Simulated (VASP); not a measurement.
# SnSe2 (P-3m1) in VASP: further runs

One crystal, SnSe2, is run at these levels: LDA; tasks: relaxation of cell and atoms.

Everything below comes from runs of VASP 6.6.1. Logs are shortened: lines on timing, memory, paths and dates and some standing lists are left out, and cuts for length are marked.

**1. The structure**

The structure is trigonal, space group P-3m1 (No. 164). Conventional cell: a = 3.811 Å, b = 3.811 Å, c = 6.136 Å, α = 90.00°, β = 90.00°, γ = 120.00°. Sn (site symmetry -3m) has 6 Se at 2.68 Å as nearest neighbours. Around Se (site symmetry 3m) lie 3 Sn at 2.68 Å.

**2. Relaxation of cell and atoms, LDA**

INCAR reads:

```
PREC = Accurate ; ENCUT = 600
EDIFF = 1E-6 ; ISMEAR = 0
SIGMA = 0.03 ; LREAL = F
LASPH = T ; NELM = 80
ALGO = Normal ; ISIF = 3
LWAVE = F ; LCHARG = F
IBRION = 2 ; NSW = 90
EDIFFG = -0.01
```

KPOINTS reads:

```
regular mesh
0
Gamma
  9 9 5
```

POSCAR reads:

```
SnSe2
1.0
    3.8110000000      0.0000000000      0.0000000000
   -1.9055000000      3.3004228138      0.0000000000
    0.0000000000      0.0000000000      6.1360000000
Sn Se
1 2
Direct
    0.0000000000      0.0000000000      0.0000000000
    0.3333333333      0.6666666667      0.2490000000
    0.6666666667      0.3333333333      0.7510000000
```

Potentials or basis: VASP PAW LDA potentials, release 64 (Sn_d, Se).

Run with:

```console
$ cat potpaw_LDA.64/Sn_d/POTCAR potpaw_LDA.64/Se/POTCAR > POTCAR
$ mpirun -np 1 vasp_std > vasp.out
```

OUTCAR:

```text
PREC = Accurate
   ENCUT = 600
   EDIFF = 1E-6
   ISMEAR = 0
   LREAL = F
   LASPH = T
   NELM = 80
   ISIF = 3
   IBRION = 2
   NSW = 90
   EDIFFG = -0.01

 ion  position               nearest neighbor table
   1  0.000  0.000  0.000-   2 2.68   3 2.68   2 2.68   3 2.68   3 2.68   2 2.68
   2  0.333  0.667  0.249-   1 2.68   1 2.68   1 2.68
   3  0.667  0.333  0.751-   1 2.68   1 2.68   1 2.68

  LATTYP: Found a hexagonal cell.
 ALAT       =     3.8110000000
 C/A-ratio  =     1.6100760955

  Lattice vectors:

 A1 = (   3.8110000000,   0.0000000000,   0.0000000000)
 A2 = (  -1.9055000000,   3.3004228138,   0.0000000000)
 A3 = (   0.0000000000,   0.0000000000,   6.1360000000)

Analysis of symmetry for initial positions (statically):
=====================================================================
 Subroutine PRICEL returns:
 Original cell was already a primitive cell.

 Routine SETGRP: Setting up the symmetry group for a
 hexagonal supercell.

 Subroutine GETGRP returns: Found 12 space group operations
 (whereof 12 operations were pure point group operations)
 out of a pool of 24 trial point group operations.

The static configuration has the point symmetry D_3d.

Analysis of symmetry for dynamics (positions and initial velocities):
=====================================================================
 Subroutine PRICEL returns:
 Original cell was already a primitive cell.

 Routine SETGRP: Setting up the symmetry group for a
 hexagonal supercell.

 Subroutine GETGRP returns: Found 12 space group operations
 (whereof 12 operations were pure point group operations)
 out of a pool of 24 trial point group operations.

The dynamic configuration has the point symmetry D_3d.

 Subroutine INISYM returns: Found 12 space group operations
 (whereof 12 operations are pure point group operations),
 and found     1 'primitive' translations

----------------------------------------------------------------------------------------

                                     Primitive cell

  volume of cell :      77.1781

  direct lattice vectors                    reciprocal lattice vectors
     3.811000000  0.000000000  0.000000000     0.262398321  0.151495741  0.000000000
    -1.905500000  3.300422814  0.000000000     0.000000000  0.302991482  0.000000000
     0.000000000  0.000000000  6.136000000     0.000000000  0.000000000  0.162972621

  length of vectors
     3.811000000  3.811000000  6.136000000     0.302991482  0.302991482  0.162972621

  position of ions in fractional coordinates (direct lattice)
     0.000000000  0.000000000  0.000000000
     0.333333333  0.666666667  0.249000000
     0.666666667  0.333333333  0.751000000

  ion indices of the primitive-cell ions
   primitive index   ion index
                 1           1
                 2           2
                 3           3

----------------------------------------------------------------------------------------

 KPOINTS: regular mesh

Automatic generation of k-mesh.
 Grid dimensions read from file:
 generate k-points for:    9    9    5

 Generating k-lattice:

  Cartesian coordinates                     Fractional coordinates (reciprocal lattice)
     0.029155369  0.016832860  0.000000000     0.111111111  0.000000000  0.000000000
     0.000000000  0.033665720  0.000000000     0.000000000  0.111111111  0.000000000
     0.000000000  0.000000000  0.032594524     0.000000000  0.000000000  0.200000000

  Length of vectors
     0.033665720  0.033665720  0.032594524

  Shift w.r.t. Gamma in fractional coordinates (k-lattice)
     0.000000000  0.000000000  0.000000000

 Subroutine IBZKPT returns following result:
 ===========================================

 Found     50 irreducible k-points:

 Following reciprocal coordinates:
            Coordinates               Weight
  0.000000  0.000000  0.000000      1.000000
  0.111111 -0.000000  0.000000      6.000000
  0.222222 -0.000000  0.000000      6.000000
  0.333333 -0.000000  0.000000      6.000000
  0.444444 -0.000000  0.000000      6.000000
  0.111111  0.111111  0.000000      6.000000
[... 16 lines left out ...]
  0.222222  0.111111  0.200000     12.000000
 -0.111111  0.333333  0.200000     12.000000
 [... further k-points ...]
   k-points           NKPTS =     50   k-points in BZ     NKDIM =     50   number of bands    NBANDS=     17
   number of dos      NEDOS =    301   number of ions     NIONS =      3
   total plane-waves  NPLWV =  45000
   dimension x,y,z NGX =    30 NGY =   30 NGZ =   50
   dimension x,y,z NGXF=    60 NGYF=   60 NGZF=  100
   ions per type =               1   2
   NGX,Y,Z   is equivalent  to a cutoff of  13.09, 13.09, 13.55 a.u.
   NGXF,Y,Z  is equivalent  to a cutoff of  26.17, 26.17, 27.09 a.u.
 SYSTEM =  unknown system
   PREC   = accura    normal or accurate (medium, high low for compatibility)
   ISTART =      0    job   : 0-new  1-cont  2-samecut
   ICHARG =      2    charge: 1-file 2-atom 10-const
   ISPIN  =      1    spin polarized calculation?
   LNONCOLLINEAR =      F non collinear calculations
   LSORBIT =      F    spin-orbit coupling
   LASPH  =      T    aspherical Exc in radial PAW
   ENCUT  =  600.0 eV  44.10 Ry    6.64 a.u.   7.61  7.61 12.26*2*pi/ulx,y,z
   NELM   =     80;   NELMIN=  2; NELMDL= -5     # of ELM steps
   EDIFF  = 0.1E-05   stopping-criterion for ELM
   LREAL  =      F    real-space projection
   EDIFFG = -.1E-01   stopping-criterion for IOM
   NSW    =     90    number of steps for IOM
   IBRION =      2    ionic relax: 0-MD 1-quasi-New 2-CG
   NFREE  =      1    steps in history (QN), initial steepest desc. (CG)
   ISIF   =      3    stress and relaxation
   ISYM   =      2    0-nonsym 1-usesym 2-fastsym
   POTIM  = 0.5000    time-step for ionic-motion
   TEBEG  =    0.0;   TEEND  =   0.0 temperature during run
   PSTRESS=    0.0 pullay stress
   NELECT =      26.0000    total number of electrons
   NUPDOWN=      -1.0000    fix difference up-down
   EMIN   =  10.00;   EMAX   =-10.00  energy-range for DOS
   EFERMI =   0.00;   METHOD = LEGACY
   ISMEAR =     0;   SIGMA  =   0.03  broadening in eV -4-tet -1-fermi 0-gaus
   EFERMI_NEDOS =   21; number of points for ismear=-14 and -15
   IALGO  =     38    algorithm
   IMIX   =      4    mixing-type and parameters
     AMIX     =   0.40;   BMIX     =  1.00
     AMIX_MAG =   1.60;   BMIX_MAG =  1.00
  volume/ion in A,a.u.               =      25.73       173.61
  Fermi-wavevector in a.u.,A,eV,Ry     =   1.139116  2.152617 17.654722  1.297585
  Thomas-Fermi vector in A             =   2.275820
   LORBIT       =      0    0 simple, 1 ext, 2 COOP (PROOUT), +10 PAW based schemes
   GGA     = CA    functional components
   LHFCALC =     F    Hartree Fock is set to
   AEXX    =    0.0000 exact exchange contribution
   IVDW    =     0    specifies the selected vdW correction
   LEPSILON=     F    determine dielectric tensor
   LRPA    =     F    only Hartree local field effects (RPA)
 conjugate gradient relaxation of ions
 non-spin polarized calculation
 Gauss-broadening in eV      SIGMA  =   0.03
  energy-cutoff  :      600.00
  volume of cell :       77.18
 maximum number of plane-waves:      2605
   NGX = 15   NGY = 15   NGZ = 25

--------------------------------------- Ionic step        1  -------------------------------------------

 number of electron      25.9999990 magnetization

 Free energy of the ion-electron system (eV)
  ---------------------------------------------------
  ext. energy  EPLUGINS =         0.00000000
  ---------------------------------------------------
  free energy    TOTEN  =       -13.75603607 eV

  energy without entropy =      -13.75603607  energy(sigma->0) =      -13.75603607

------------------------ aborting loop because EDIFF is reached ----------------------------------------

  FORCE on cell =-STRESS in cart. coord.  units (eV):
  Direction    XX          YY          ZZ          XY          YZ          ZX
  --------------------------------------------------------------------------------------
  -------------------------------------------------------------------------------------
  Total        0.2070773      0.2070773      1.0162822      0.0000000      0.0000000      0.0000000
  in kB        4.2988184      4.2988184     21.0975015      0.0000000      0.0000000      0.0000000
  external PRESSURE =       9.8983794 kB  Pullay stress =       0.0000000 kB
[... 92 lines left out ...]
  FREE ENERGIE OF THE ION-ELECTRON SYSTEM (eV)
  ---------------------------------------------------
  free  energy   TOTEN  =       -13.7711806419 eV

  energy  without entropy=      -13.7711806419  energy(sigma->0) =      -13.77118064

 E-fermi :   4.6222     XC(G=0):  -9.9283

 val. band max:        4.4109263524   @ k =   0.1111   0.1111   0.0000
 cond. band min:       4.9043107583   @ k =   0.0000   0.4444   0.4000
 fundamental gap:      0.4933844059
 Fermi energy:         4.6222306286

 k-point     1 :       0.0000    0.0000    0.0000
  band No.  band energies     occupation
      1     -16.8130      2.00000
      2     -16.8130      2.00000
      3     -16.7672      2.00000
      4     -16.7542      2.00000
      5     -16.7542      2.00000
      6      -9.6760      2.00000
[... 9 lines left out ...]
     16       9.0068      0.00000
     17       9.0068      0.00000
[... 443 lines left out ...]
      1     -16.8448      2.00000
      2     -16.7970      2.00000
      3     -16.7693      2.00000
      4     -16.7520      2.00000
      5     -16.7383      2.00000
      6      -8.7864      2.00000
[... 9 lines left out ...]
     16       9.4483      0.00000
     17      10.7998      0.00000

 [... further k-points ...]

[... ionic steps 4 to 13 ...]

--------------------------------------- Ionic step       14  -------------------------------------------

 number of electron      25.9999995 magnetization

------------------------ aborting loop because EDIFF is reached ----------------------------------------

  FORCE on cell =-STRESS in cart. coord.  units (eV):
  Direction    XX          YY          ZZ          XY          YZ          ZX
  --------------------------------------------------------------------------------------
  -------------------------------------------------------------------------------------
  Total       -0.0013277     -0.0013277      0.0864624     -0.0000000     -0.0000000     -0.0000000
  in kB       -0.0288402     -0.0288402      1.8781300     -0.0000000     -0.0000000     -0.0000000
  external PRESSURE =       0.6068166 kB  Pullay stress =       0.0000000 kB
[... 59 lines left out ...]
  energy  without entropy=      -13.7936886696  energy(sigma->0) =      -13.79368867

--------------------------------------- Ionic step       16  -------------------------------------------

 number of electron      25.9999996 magnetization

 Free energy of the ion-electron system (eV)
  ---------------------------------------------------
  ext. energy  EPLUGINS =         0.00000000
  ---------------------------------------------------
  free energy    TOTEN  =       -13.79375733 eV

  energy without entropy =      -13.79375733  energy(sigma->0) =      -13.79375733

 E-fermi :   4.9999     XC(G=0): -10.0543

 val. band max:        4.8482294013   @ k =   0.1111  -0.0000   0.0000
 cond. band min:       5.1397374281   @ k =   0.0000   0.4444   0.4000
 fundamental gap:      0.2915080268
 Fermi energy:         4.9998987614

 k-point     1 :       0.0000    0.0000    0.0000
  band No.  band energies     occupation
      1     -16.5668      2.00000
      2     -16.5668      2.00000
      3     -16.5253      2.00000
      4     -16.5124      2.00000
      5     -16.5124      2.00000
      6      -9.4330      2.00000
[... 9 lines left out ...]
     16       9.2228      0.00000
     17       9.2228      0.00000
[... 443 lines left out ...]
      1     -16.5970      2.00000
      2     -16.5525      2.00000
      3     -16.5259      2.00000
      4     -16.5102      2.00000
      5     -16.4974      2.00000
      6      -8.5409      2.00000
[... 9 lines left out ...]
     16       9.6751      0.00000
     17      11.0814      0.00000

 [... further k-points ...]

------------------------ aborting loop because EDIFF is reached ----------------------------------------

  FORCE on cell =-STRESS in cart. coord.  units (eV):
  Direction    XX          YY          ZZ          XY          YZ          ZX
  --------------------------------------------------------------------------------------
  -------------------------------------------------------------------------------------
  Total       -0.0225660     -0.0225660      0.0195356      0.0000000      0.0000000      0.0000000
  in kB       -0.4895313     -0.4895313      0.4237931      0.0000000      0.0000000      0.0000000
  external PRESSURE =      -0.1850898 kB  Pullay stress =       0.0000000 kB
[... 18 lines left out ...]
  FREE ENERGIE OF THE ION-ELECTRON SYSTEM (eV)
  ---------------------------------------------------
  free  energy   TOTEN  =       -13.7937573251 eV

  energy  without entropy=      -13.7937573251  energy(sigma->0) =      -13.79375733

 reached required accuracy - stopping structural energy minimisation
```

Wall time 4.8 min (1 thread of AMD EPYC 9R45 (Zen 5), shared host); peak memory 0.21 GiB.

Results:

* Free energy: -13.7938 eV
* Relaxed volume: 24.62 Å³/atom
* Relaxed cell: a = 3.806 Å, b = 3.806 Å, c = 5.888 Å, α = 90.00°, β = 90.00°, γ = 120.00°
* Space group after relaxing (to 0.05 Å): P-3m1 (No. 164)
* Energy gained by relaxing: 12.6 meV/atom
* Ionic steps: 16
* Pressure after relaxing: 0.0 GPa
* Largest force after relaxing: 0.008 eV/Å
* Band gap on the k mesh: 0.29 eV, indirect (least direct gap 0.66 eV)

Forces on the atoms (eV/Å):
```
Sn   0.000  0.000  0.000
Se   0.000  0.000  0.008
Se   0.000  0.000 -0.008
```

The path:
| step | energy change (eV) | largest force (eV/Å) | pressure (GPa) | volume (Å³) |
| --- | --- | --- | --- | --- |
| 1 | 0.0000 | 0.5067 | 0.99 | 77.18 |
| 2 | -0.0127 | 0.0140 | -1.48 | 78.96 |
| 3 | -0.0151 | 0.1300 | -0.81 | 78.45 |
| 4 | -0.0216 | 0.0895 | -0.36 | 77.45 |
| 5 | -0.0226 | 0.0638 | -0.07 | 76.85 |
| 6 | -0.0249 | 0.0798 | 0.05 | 76.48 |
| 7 | -0.0301 | 0.1280 | 0.42 | 75.36 |
| 8 | -0.0311 | 0.2212 | 1.38 | 73.13 |
| 9 | -0.0324 | 0.1898 | 1.00 | 73.99 |
| 10 | -0.0332 | 0.1749 | 0.91 | 73.97 |
| 11 | -0.0354 | 0.1311 | 0.67 | 73.91 |
| 12 | -0.0375 | 0.0463 | 0.20 | 73.80 |
| 13 | -0.0376 | 0.0234 | 0.08 | 73.76 |
| 14 | -0.0376 | 0.0203 | 0.06 | 73.76 |
| 15 | -0.0377 | 0.0170 | 0.04 | 73.78 |
| 16 | -0.0377 | 0.0076 | -0.02 | 73.86 |

Final structure:
```xyz
3
Lattice="3.8058 0.0000 0.0000 -1.9029 3.2959 0.0000 0.0000 0.0000 5.8879" Properties=species:S:1:pos:R:3 pbc="T T T"
Sn    3.8058    0.0000    0.0000
Se    0.0000    2.1973    1.5766
Se    1.9029    1.0986    4.3113
```

Levels at points of the mesh, in eV from the valence-band top:
```csv
k point,band 9,band 10,band 11,band 12,band 13,band 14,band 15,band 16,band 17
"(0.00, 0.00, 0.00)",-0.84,-0.84,-0.67,-0.67,-0.10,0.56,2.71,4.37,4.37
```

Caveat: spin-orbit coupling is left out, which moves the levels of the heavy elements; an odd mesh through Γ misses points on the zone boundary, where band edges often lie.

(Part 1 of 2 ends here.)
